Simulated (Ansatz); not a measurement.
# CoSn2: how the energy converges with the cutoff

CoSn2, I4/mcm, a = 6.365 Å, c = 5.457 Å. The structure is a COD entry; whether it is the stable form wasn't checked. Ansatz: r2SCAN, PAW, cutoff varied, Γ-centred 8×8×8 mesh on 6 atoms, Gaussian smearing 0.10 eV; collinear spin, largest moment 1.0 μB, opposite moments cancel in the cell. Single points at one geometry, the cutoff alone changed; ΔE is the energy at zero smearing over the run at 500 eV. The run at 150 eV ended in another magnetic state and is left out. The runs up to 460 eV lie under the cutoff recommended for these PAW datasets.

```
cutoff (eV)  ΔE (meV/atom)
        200       10773.80
        250        1676.94
        300         200.96
        350          18.25
        380           5.34
        460              ?
```

Problem. Assume ΔE falls exponentially with the cutoff, fit y = ln ΔE against x, the cutoff in eV, to the other rows, and predict the missing value.

Solution. y = 9.285, 7.425, 5.303, 2.904, 1.675. Means x = 296.0, y = 5.3184; Σ(Δx)² = 21320, ΣΔxΔy = -914.2; the slope is their ratio. y = 18.01 − 0.04288 x, a factor of ten per 54 eV. At 460 eV this gives ΔE = 0.18 meV/atom. The run gave 0.85, a ratio of 0.21. Between neighbouring rows the decay runs from a factor of ten per 48 eV to one per 100 eV, so one exponential is only a rough guide. The fast fall gives way to a slow tail, so a fit to low cutoffs promises convergence too early.